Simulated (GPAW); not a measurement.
# Ga (Pm-3m) in GPAW: notebook

Aim: see how the results for Ga move with the level of theory and the settings. Levels: RPBE, RPBE+D3, RPBE+D3(BJ), RPBE+D3(BJ)+ATM, RPBE+D4. Tasks: relaxation of cell and atoms.

Program: GPAW 26.7.0. These are calculated values, not measurements. Logs are shortened: lines on timing, memory, paths and dates and some standing lists are left out, and cuts for length are marked. The log counts tension as positive stress, the text compression.

### 1 The structure

Symmetry: Pm-3m, No. 221, cubic system. The conventional cell has a = 2.716 Å, b = 2.716 Å, c = 2.716 Å, α = 90.00°, β = 90.00°, γ = 90.00°. Ga (site symmetry m-3m) has 6 Ga at 2.72 Å as nearest neighbours.

The cell was built by a generator and needn't be a form met in nature.

### 2 Relaxation of cell and atoms, RPBE

run.py

```python
from ase import Atoms
from ase.filters import FrechetCellFilter
from ase.io import write
from ase.optimize import BFGS
from gpaw import GPAW, PW

atoms = Atoms(['Ga'],
              cell=[[2.71648, 0.0, 0.0],
                    [0.0, 2.71648, 0.0],
                    [0.0, 0.0, 2.71648]],
              scaled_positions=[[0.0, 0.0, 0.0]],
              pbc=True)

calc = GPAW(mode=PW(600),
            xc='RPBE',
            kpts={'size': (10, 10, 10), 'gamma': True},
            occupations={'name': 'fermi-dirac', 'width': 0.05},
            nbands=7,
            convergence={'density': 1e-05, 'forces': 0.0001},
            maxiter=150,
            txt='gpaw.txt')
atoms.calc = calc
opt = BFGS(FrechetCellFilter(atoms), trajectory='relax.traj', logfile='-')
done = opt.run(fmax=0.02, steps=60)
calc.write('gs.gpw')
write('result.traj', atoms)
print('Converged:', done)
print('Cell:', atoms.cell.cellpar().round(4))
print('Volume:', round(atoms.get_volume(), 4))
print(atoms.get_scaled_positions().round(5))
```

Potentials or basis: the program's PAW data sets (release 1.2.1) made for this functional, pw.

Launch:

```console
OMP_NUM_THREADS=1 python run.py
```

gpaw.txt:

```text
__  _  _
 | _ |_)|_||  |
 |__||  | ||/\| - 26.7.0

Input parameters:
  mode=PW(ecut=600.0),
  convergence={'density': 1e-05, 'forces': 0.0001},
  kpts=MonkhorstPack(size=(10, 10, 10), gamma=True),
  maxiter=150,
  nbands=7,
  occupations=Occupations(name='fermi-dirac', width=0.05),
  xc=XC(name='RPBE')

Diagonalizing LCAO Hamiltonian
Converting LCAO to pw mode
   .------.
  /|      |
 * |      |
 | .------.
 |/      /
 Ga-----*

Atoms  # Å, Bohr magnetons
|   | symbol |        x |        y |        z |    initial magnetic moments |
|---|--------|----------|----------|----------|-----------------------------|
| 0 |     Ga | 0.000000 | 0.000000 | 0.000000 | ( 0.0000,  0.0000,  0.0000) |

Unit cell  # Å
| periodic |        x |        y |        z |  lengths |    angles |
|----------|----------|----------|----------|----------|-----------|
|      yes | 2.716480 | 0.000000 | 0.000000 | 2.716480 | 90.000000 |
|      yes | 0.000000 | 2.716480 | 0.000000 | 2.716480 | 90.000000 |
|      yes | 0.000000 | 0.000000 | 2.716480 | 2.716480 | 90.000000 |

Number of symmetries: 48
Symmetry operations  # r_c * U_cc + t_c -> r_c
|    | kind |            matrix            |
|----|------|------------------------------|
|  0 |  E   |  1, 0, 0,  0, 1, 0,  0, 0, 1 |
|  1 |  σ   |  1, 0, 0,  0, 1, 0,  0, 0,-1 |
|  2 |  σ   |  1, 0, 0,  0, 0, 1,  0, 1, 0 |
|  3 |  C4  |  1, 0, 0,  0, 0, 1,  0,-1, 0 |
|  4 |  C4  |  1, 0, 0,  0, 0,-1,  0, 1, 0 |
|  5 |  σ   |  1, 0, 0,  0, 0,-1,  0,-1, 0 |
|  6 |  σ   |  1, 0, 0,  0,-1, 0,  0, 0, 1 |
|  7 |  C2  |  1, 0, 0,  0,-1, 0,  0, 0,-1 |
|  8 |  σ   |  0, 1, 0,  1, 0, 0,  0, 0, 1 |
[... 148 lines left out ...]
SCF iterations
|iter     | |      energy | eigst |  dens |force |
|---------|-|-------------|-------|-------|------|
|iter:   1| |   -2.475071 | -1.05 |       |      |
|iter:   2| |   -2.474825 | -3.57 | -1.08 |      |
|iter:   3| |   -2.472648 | -3.52 | -1.10 |      |
|iter:   4| |   -2.473291 | -4.24 | -1.62 |      |
|iter:   5| |   -2.473354c| -5.13 | -2.43 |      |
|iter:   6| |   -2.473354c| -7.18 | -3.48 |      |
|iter:   7| |   -2.473354c| -8.55c| -4.27 |      |
|iter:   8| |   -2.473354c| -9.11c| -5.17c|      |
|iter:   9| |   -2.473354c|-10.11c| -5.93c|-24.59c|

Converged in 9 steps
Energy contributions relative to reference atoms: (reference = -52890.610822)

Energy contributions:
  Kinetic:           8.055601
  Coulomb:          -6.416659
  Zero:              0.011472
  External:          0.000000
  Xc:               -4.121134
  Entropy:          -0.005267
  Spinorbit:         0.000000
  ----------------------------
  Free energy:      -2.475988
  Extrapolated:     -2.473354
[... 15 lines left out ...]
No gap
No difference between direct/indirect transitions

[... 32 lines left out ...]
|  0 |  E   |  1, 0, 0,  0, 1, 0,  0, 0, 1 |
|  1 |  σ   |  1, 0, 0,  0, 1, 0,  0, 0,-1 |
|  2 |  σ   |  1, 0, 0,  0, 0, 1,  0, 1, 0 |
|  3 |  C4  |  1, 0, 0,  0, 0, 1,  0,-1, 0 |
|  4 |  C4  |  1, 0, 0,  0, 0,-1,  0, 1, 0 |
|  5 |  σ   |  1, 0, 0,  0, 0,-1,  0,-1, 0 |
|  6 |  σ   |  1, 0, 0,  0,-1, 0,  0, 0, 1 |
|  7 |  C2  |  1, 0, 0,  0,-1, 0,  0, 0,-1 |
|  8 |  σ   |  0, 1, 0,  1, 0, 0,  0, 0, 1 |
[... 148 lines left out ...]
SCF iterations
|iter     | |      energy | eigst |  dens |force |
|---------|-|-------------|-------|-------|------|
|iter:   1| |   -2.476748 | -2.91 |       |      |
|iter:   2| |   -2.476663 | -6.06 | -1.99 |      |
|iter:   3| |   -2.475990c| -4.92 | -2.02 |      |
|iter:   4| |   -2.475945c| -5.62 | -2.64 |      |
|iter:   5| |   -2.475945c| -6.86 | -3.38 |      |
|iter:   6| |   -2.475945c| -7.64c| -4.17 |      |
|iter:   7| |   -2.475945c| -8.40c| -4.96 |      |
|iter:   8| |   -2.475945c| -9.40c| -5.99c|      |
|iter:   9| |   -2.475945c|-10.01c| -6.65c|-24.70c|

Converged in 9 steps
Energy contributions relative to reference atoms: (reference = -52890.610822)

Energy contributions:
  Kinetic:           7.662005
  Coulomb:          -6.108754
  Zero:              0.011114
  External:          0.000000
  Xc:               -4.037582
  Entropy:          -0.005456
  Spinorbit:         0.000000
  ----------------------------
  Free energy:      -2.478673
  Extrapolated:     -2.475945
[... 15 lines left out ...]
No gap
No difference between direct/indirect transitions

Stress tensor  # eV/Ang^3
|         x |         y |         z |
|-----------|-----------|-----------|
| -0.010386 | -0.000000 |  0.000000 |
| -0.000000 | -0.010386 |  0.000000 |
|  0.000000 |  0.000000 | -0.010386 |

Forces  # eV/Ang
|       x |       y |       z |
|---------|---------|---------|
| 0.00000 | 0.00000 | 0.00000 |  # Ga   0

Interpolating wave functions to new cell

       Ga

Atoms  # Å, Bohr magnetons
|   | symbol |        x |        y |        z |    initial magnetic moments |
|---|--------|----------|----------|----------|-----------------------------|
| 0 |     Ga | 0.000000 | 0.000000 | 0.000000 | ( 0.0000,  0.0000,  0.0000) |

Unit cell  # Å
| periodic |        x |        y |        z |  lengths |    angles |
|----------|----------|----------|----------|----------|-----------|
|      yes | 2.767591 | 0.000000 | 0.000000 | 2.767591 | 90.000000 |
|      yes | 0.000000 | 2.767591 | 0.000000 | 2.767591 | 90.000000 |
|      yes | 0.000000 | 0.000000 | 2.767591 | 2.767591 | 90.000000 |

Number of symmetries: 48
Symmetry operations  # r_c * U_cc + t_c -> r_c
|    | kind |            matrix            |
|----|------|------------------------------|
|  0 |  E   |  1, 0, 0,  0, 1, 0,  0, 0, 1 |
|  1 |  σ   |  1, 0, 0,  0, 1, 0,  0, 0,-1 |
|  2 |  σ   |  1, 0, 0,  0, 0, 1,  0, 1, 0 |
|  3 |  C4  |  1, 0, 0,  0, 0, 1,  0,-1, 0 |
|  4 |  C4  |  1, 0, 0,  0, 0,-1,  0, 1, 0 |
|  5 |  σ   |  1, 0, 0,  0, 0,-1,  0,-1, 0 |
|  6 |  σ   |  1, 0, 0,  0,-1, 0,  0, 0, 1 |
|  7 |  C2  |  1, 0, 0,  0,-1, 0,  0, 0,-1 |
|  8 |  σ   |  0, 1, 0,  1, 0, 0,  0, 0, 1 |
[... 148 lines left out ...]
SCF iterations
|iter     | |      energy | eigst |  dens |force |
|---------|-|-------------|-------|-------|------|
|iter:   1| |   -2.493580 | -1.75 |       |      |
|iter:   2| |   -2.492260 | -4.86 | -1.40 |      |
|iter:   3| |   -2.481752 | -3.72 | -1.43 |      |
|iter:   4| |   -2.481008 | -4.42 | -2.04 |      |
|iter:   5| |   -2.481010c| -5.69 | -2.80 |      |
|iter:   6| |   -2.481011c| -7.08 | -3.54 |      |
|iter:   7| |   -2.481011c| -7.93c| -4.36 |      |
|iter:   8| |   -2.481011c| -9.12c| -5.38c|      |
|iter:   9| |   -2.481011c| -9.98c| -6.00c|-25.47c|

Converged in 9 steps
Energy contributions relative to reference atoms: (reference = -52890.610822)

Energy contributions:
  Kinetic:           6.084945
  Coulomb:          -4.862515
  Zero:              0.009970
  External:          0.000000
  Xc:               -3.711013
  Entropy:          -0.004795
  Spinorbit:         0.000000
  ----------------------------
  Free energy:      -2.483408
  Extrapolated:     -2.481011
[... 15 lines left out ...]
No gap
No difference between direct/indirect transitions

Stress tensor  # eV/Ang^3
|         x |         y |        z |
|-----------|-----------|----------|
|  0.000351 | -0.000000 | 0.000000 |
| -0.000000 |  0.000351 | 0.000000 |
|  0.000000 |  0.000000 | 0.000351 |

Forces  # eV/Ang
|        x |       y |       z |
|----------|---------|---------|
| -0.00000 | 0.00000 | 0.00000 |  # Ga   0

# Writing to gs.gpw (mode='')
```

stdout:

```text
Step          Energy          fmax
BFGS:    0       -2.475988        0.263964
BFGS:    1       -2.478673        0.210564
BFGS:    2       -2.483408        0.007433
Converged: True
Cell: [ 2.7676  2.7676  2.7676 90.     90.     90.    ]
Volume: 21.1985
[[0. 0. 0.]]
```

Wall time 7.2 s (1 thread of Intel Xeon 6975P-C (Granite Rapids), shared host); peak memory 0.14 GiB.

Results:

* Free energy: -2.4834 eV
* Relaxed volume: 21.20 Å³/atom
* Relaxed cell: a = 2.768 Å, b = 2.768 Å, c = 2.768 Å, α = 90.00°, β = 90.00°, γ = 90.00°
* Space group after relaxing (to 0.05 Å): Pm-3m (No. 221)
* Energy gained by relaxing: 7.7 meV/atom
* Ionic steps: 3
* Pressure after relaxing: -0.1 GPa
* Band gap on the k mesh: none (metal or under the smearing width)

Step by step:
| step | energy change (eV) | largest force (eV/Å) | pressure (GPa) | volume (Å³) |
| --- | --- | --- | --- | --- |
| 1 | 0.0000 | 0.0000 | 2.11 | 20.05 |
| 2 | -0.0026 | 0.0000 | 1.66 | 20.27 |
| 3 | -0.0077 | 0.0000 | -0.06 | 21.20 |

Final structure:
```xyz
1
Lattice="2.7676 0.0000 0.0000 0.0000 2.7676 0.0000 0.0000 0.0000 2.7676" Properties=species:S:1:pos:R:3 pbc="T T T"
Ga    0.0000    0.0000    0.0000
```

Caveat: later steps reuse the first step's grids.

### 3 Relaxation of cell and atoms, RPBE+D3

Changes to run.py since step 2:

```diff
@@ -1,2 +1,3 @@
 from ase import Atoms
+from ase.calculators.mixing import SumCalculator
 from ase.filters import FrechetCellFilter
@@ -4,2 +5,3 @@
 from ase.optimize import BFGS
+from dftd3.ase import DFTD3
 from gpaw import GPAW, PW
@@ -21,3 +23,3 @@
             txt='gpaw.txt')
-atoms.calc = calc
+atoms.calc = SumCalculator([calc, DFTD3(method='rpbe', damping='d3zero')])
 opt = BFGS(FrechetCellFilter(atoms), trajectory='relax.traj', logfile='-')
```

Potentials or basis: the program's PAW data sets (release 1.2.1) made for this functional, pw.

Launch:

```console
OMP_NUM_THREADS=1 python run.py
```

It took 7.2 s on 1 thread of Intel Xeon 6975P-C (Granite Rapids), shared host; peak memory 0.15 GiB.

It converged, with:

```
Free energy                            : -2.7430 eV
Relaxed volume                         : 20.34 Å³/atom
Relaxed cell                           : a = 2.730 Å, b = 2.730 Å, c = 2.730 Å, α = 90.00°, β = 90.00°, γ = 90.00°
Space group after relaxing (to 0.05 Å) : Pm-3m (No. 221)
Energy gained by relaxing              : 0.4 meV/atom
Ionic steps                            : 3
Pressure after relaxing                : 0.0 GPa
Band gap on the k mesh                 : none (metal or under the smearing width)
Dispersion energy per atom             : -0.264 eV
```

The path:
| step | energy change (eV) | largest force (eV/Å) | pressure (GPa) | volume (Å³) |
| --- | --- | --- | --- | --- |
| 1 | 0.0000 | 0.0000 | 0.55 | 20.05 |
| 2 | -0.0002 | 0.0000 | 0.44 | 20.11 |
| 3 | -0.0004 | 0.0000 | 0.02 | 20.34 |

Final structure:
```yaml
crystal:
  lattice:
    - [2.72961, 0.00000, 0.00000]
    - [0.00000, 2.72961, 0.00000]
    - [0.00000, 0.00000, 2.72961]
  atoms:
    - { symbol: Ga, position: [0.00000, 0.00000, 0.00000] }
```

Levels at points of the mesh, in eV from the Fermi level:
```
           k point  band 1  band 2  band 3  band 4
(0.00, 0.00, 0.00)  -10.47    8.91    8.91    8.91
(0.50, 0.00, 0.00)   -6.25   -4.08   12.32   12.32
(0.50, 0.50, 0.00)   -1.67   -0.66   -0.66    4.14
(0.50, 0.50, 0.50)    2.62    2.62    2.62    3.75
```

Caveat: later steps reuse the first step's grids; pairwise dispersion overbinds metals, which lowers pressure and volume.

### 4 Relaxation of cell and atoms, RPBE+D3(BJ)

Changes to run.py since step 3:

```diff
@@ -23,3 +23,3 @@
             txt='gpaw.txt')
-atoms.calc = SumCalculator([calc, DFTD3(method='rpbe', damping='d3zero')])
+atoms.calc = SumCalculator([calc, DFTD3(method='rpbe', damping='d3bj')])
 opt = BFGS(FrechetCellFilter(atoms), trajectory='relax.traj', logfile='-')
```

Launch:

```console
OMP_NUM_THREADS=1 python run.py
```

Wall time 12 s (1 thread of Intel Xeon 6975P-C (Granite Rapids), shared host); peak memory 0.17 GiB.

The run converged. Its results:

| Item | Value |
| --- | --- |
| Free energy | -4.1790 eV |
| Relaxed volume | 16.01 Å³/atom |
| Relaxed cell | a = 2.520 Å, b = 2.520 Å, c = 2.520 Å, α = 90.00°, β = 90.00°, γ = 90.00° |
| Space group after relaxing (to 0.05 Å) | Pm-3m (No. 221) |
| Energy gained by relaxing | 200.1 meV/atom |
| Ionic steps | 5 |
| Pressure after relaxing | -0.1 GPa |
| Band gap on the k mesh | none (metal or under the smearing width) |
| Dispersion energy per atom | -1.966 eV |

Step by step:
| step | energy change (eV) | largest force (eV/Å) | pressure (GPa) | volume (Å³) |
| --- | --- | --- | --- | --- |
| 1 | 0.0000 | 0.0000 | -12.62 | 20.05 |
| 2 | -0.0971 | 0.0000 | -10.53 | 18.73 |
| 3 | -0.1658 | 0.0000 | 9.18 | 14.74 |
| 4 | -0.1989 | 0.0000 | -1.51 | 16.25 |
| 5 | -0.2001 | 0.0000 | -0.08 | 16.01 |

Final structure:
```
Ga
1.0
     2.52022    0.00000    0.00000
     0.00000    2.52022    0.00000
     0.00000    0.00000    2.52022
Ga
1
Direct
  0.00000 0.00000 0.00000
```

Levels at points of the mesh, in eV from the Fermi level:
```csv
k point,band 1,band 2,band 3,band 4
"(0.00, 0.00, 0.00)",-12.21,10.72,10.72,10.72
"(0.50, 0.00, 0.00)",-6.66,-5.29,15.32,15.32
"(0.50, 0.50, 0.00)",-0.97,-0.97,-0.52,4.17
"(0.50, 0.50, 0.50)",3.26,3.26,3.26,7.13
```

Caveat: later steps reuse the first step's grids; the volume moved by over 15 % at a fixed basis, so the end points are rough; pairwise dispersion overbinds metals, which lowers pressure and volume.

### 5 Relaxation of cell and atoms, RPBE+D3(BJ)+ATM

Changes to run.py since step 4:

```diff
@@ -23,3 +23,3 @@
             txt='gpaw.txt')
-atoms.calc = SumCalculator([calc, DFTD3(method='rpbe', damping='d3bj')])
+atoms.calc = SumCalculator([calc, DFTD3(damping='d3bj', params_tweaks=dict(method='rpbe', atm=True))])
 opt = BFGS(FrechetCellFilter(atoms), trajectory='relax.traj', logfile='-')
```

Launch:

```console
OMP_NUM_THREADS=1 python run.py
```

It took 13 s on 1 thread of Intel Xeon 6975P-C (Granite Rapids), shared host; peak memory 0.16 GiB.

It converged, with:

- Free energy: -4.1575 eV
- Relaxed volume: 16.08 Å³/atom
- Relaxed cell: a = 2.524 Å, b = 2.524 Å, c = 2.524 Å, α = 90.00°, β = 90.00°, γ = 90.00°
- Space group after relaxing (to 0.05 Å): Pm-3m (No. 221)
- Energy gained by relaxing: 192.4 meV/atom
- Ionic steps: 5
- Pressure after relaxing: -0.1 GPa
- Band gap on the k mesh: none (metal or under the smearing width)
- Dispersion energy per atom: -1.934 eV

The path:
| step | energy change (eV) | largest force (eV/Å) | pressure (GPa) | volume (Å³) |
| --- | --- | --- | --- | --- |
| 1 | 0.0000 | 0.0000 | -12.40 | 20.05 |
| 2 | -0.0936 | 0.0000 | -10.32 | 18.76 |
| 3 | -0.1604 | 0.0000 | 8.78 | 14.85 |
| 4 | -0.1912 | 0.0000 | -1.45 | 16.31 |
| 5 | -0.1924 | 0.0000 | -0.09 | 16.08 |

Final structure:
```
Ga
1.0
     2.52392    0.00000    0.00000
     0.00000    2.52392    0.00000
     0.00000    0.00000    2.52392
Ga
1
Direct
  0.00000 0.00000 0.00000
```

Levels at points of the mesh, in eV from the Fermi level:
```csv
k point,band 1,band 2,band 3,band 4
"(0.00, 0.00, 0.00)",-12.18,10.69,10.69,10.69
"(0.50, 0.00, 0.00)",-6.65,-5.27,15.26,15.26
"(0.50, 0.50, 0.00)",-0.97,-0.97,-0.54,4.17
"(0.50, 0.50, 0.50)",3.25,3.25,3.25,7.05
```

Caveat: later steps reuse the first step's grids; the volume moved by over 15 % at a fixed basis, so the end points are rough; pairwise dispersion overbinds metals, which lowers pressure and volume.

### 6 Relaxation of cell and atoms, RPBE+D4

Changes to run.py since step 5:

```diff
@@ -5,3 +5,3 @@
 from ase.optimize import BFGS
-from dftd3.ase import DFTD3
+from dftd4.ase import DFTD4
 from gpaw import GPAW, PW
@@ -23,3 +23,3 @@
             txt='gpaw.txt')
-atoms.calc = SumCalculator([calc, DFTD3(damping='d3bj', params_tweaks=dict(method='rpbe', atm=True))])
+atoms.calc = SumCalculator([calc, DFTD4(method='rpbe')])
 opt = BFGS(FrechetCellFilter(atoms), trajectory='relax.traj', logfile='-')
```

Potentials or basis: the program's PAW data sets (release 1.2.1) made for this functional, pw.

Launch:

```console
OMP_NUM_THREADS=1 python run.py
```

Run time: 13 s. Hardware: 1 thread of Intel Xeon 6975P-C (Granite Rapids), shared host; peak memory 0.16 GiB.

The run converged. Its results:

```yaml
Free_energy: -3.3462 eV
Relaxed_volume: 18.43 Å³/atom
Relaxed_cell: a = 2.641 Å, b = 2.641 Å, c = 2.641 Å, α = 90.00°, β = 90.00°, γ = 90.00°
Space_group_after_relaxing_to_0.05_Å: Pm-3m (No. 221)
Energy_gained_by_relaxing: 26.0 meV/atom
Ionic_steps: 5
Pressure_after_relaxing: 0.0 GPa
Band_gap_on_the_k_mesh: none (metal or under the smearing width)
Dispersion_energy_per_atom: -0.916 eV
```

The path:
| step | energy change (eV) | largest force (eV/Å) | pressure (GPa) | volume (Å³) |
| --- | --- | --- | --- | --- |
| 1 | 0.0000 | 0.0000 | -4.39 | 20.05 |
| 2 | -0.0119 | 0.0000 | -3.51 | 19.58 |
| 3 | -0.0237 | 0.0000 | 1.76 | 18.00 |
| 4 | -0.0259 | 0.0000 | -0.19 | 18.48 |
| 5 | -0.0260 | 0.0000 | -0.01 | 18.43 |

Final structure:
```
Ga
1.0
     2.64150    0.00000    0.00000
     0.00000    2.64150    0.00000
     0.00000    0.00000    2.64150
Ga
1
Cartesian
  0.0000 0.0000 0.0000
```

Levels at points of the mesh, in eV from the Fermi level:
```tsv
k point	band 1	band 2	band 3	band 4
(0.00, 0.00, 0.00)	-11.15	9.62	9.62	9.62
(0.50, 0.00, 0.00)	-6.42	-4.55	13.48	13.48
(0.50, 0.50, 0.00)	-1.25	-0.79	-0.79	4.14
(0.50, 0.50, 0.50)	2.85	2.85	2.85	5.01
```

Caveat: later steps reuse the first step's grids; pairwise dispersion overbinds metals, which lowers pressure and volume.

### 7 Overview

```csv
level,gap on the mesh (eV),pressure (GPa),relaxed volume (Å³/atom)
RPBE,none,-0.1,21.20
RPBE+D3,none,0.0,20.34
RPBE+D3(BJ),none,-0.1,16.01
RPBE+D3(BJ)+ATM,none,-0.1,16.08
RPBE+D4,none,0.0,18.43
```

Alike in all rows: task relaxation of cell and atoms; potentials or basis the program's PAW data sets (release 1.2.1) made for this functional, pw; no spin polarisation; cell relaxed; k mesh 10 × 10 × 10; cutoff (eV) 600; smearing fermi-dirac 0.05 eV.

Caveats: later steps reuse the first step's grids; pairwise dispersion overbinds metals, which lowers pressure and volume (some runs); the volume moved by over 15 % at a fixed basis, so the end points are rough (some runs).

Total energies depend on the potentials used, so only differences within one code and one set of settings carry meaning.
